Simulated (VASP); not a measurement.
Input of a VASP 6.6.1 run:

File INCAR:

```
PREC = Accurate
ENCUT = 900
EDIFF = 1E-8
ISMEAR = 1
SIGMA = 0.1
LREAL = F
LASPH = T
NELM = 100
ALGO = Normal
ISIF = 2
LWAVE = F
LCHARG = F
METAGGA = R2SCAN
LMIXTAU = T
ADDGRID = F
```

KPOINTS

```
regular mesh
0
Gamma
  22 22 12
```

POSCAR

```
Au
1.0
    2.9000000000      0.0000000000      0.0000000000
   -1.4500000000      2.5114736710      0.0000000000
    0.0000000000      0.0000000000      4.8800000000
Au
2
Direct
    0.6666666667      0.3333333333      0.2500000000
    0.3333333333      0.6666666667      0.7500000000
```

Potentials or basis: VASP PAW PBE potentials, release 64 (Au).

Command:

```sh
$ cat potpaw_PBE.64/Au/POTCAR > POTCAR
$ mpirun -np 1 vasp_std > vasp.out
```

**Question.** Predict the pressure.

**Answer.** -1.1 GPa.

**Question.** Predict the band gap on the k mesh.

**Answer.** None (metal or under the smearing width).

Caveat: the PAW data sets were made with another functional, which shifts forces and pressure a little. Spin-orbit coupling is left out, which matters for the levels of Au.
